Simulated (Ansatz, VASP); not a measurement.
## LiCl: VASP beside Ansatz

```
CELL_PARAMETERS angstrom
0.00000 2.58176 2.58176
2.58176 0.00000 2.58176
2.58176 2.58176 0.00000
ATOMIC_POSITIONS crystal
Cl 0.50000 0.50000 0.50000
Li 0.00000 0.00000 0.00000
```

Change from the starting cell: volume scaled by 1.02.

Alike in both runs: task single point; functional PBEsol; k mesh 9 × 9 × 9; occupations fermi-dirac, width 0.05 eV; no spin polarisation.

|  | VASP | Ansatz |
| --- | --- | --- |
| version | VASP 6.6.1 | Ansatz 0.2.0 |
| potentials or method | VASP PAW PBE potentials, release 64 (Cl, Li_sv), cutoff 520 eV | all-electron LAPW, scalar-relativistic |

```csv
,VASP,Ansatz,Ansatz less VASP
gap on the k mesh at the Fermi level (eV),6.03,6.02,-0.011
least direct gap on the mesh (eV),6.03,6.02,-0.011
```

Ansatz ran all-electron here, so the differences hold the error of VASP's frozen core and of both bases.

Caveats: an odd mesh through Γ misses points on the zone boundary, where band edges often lie.
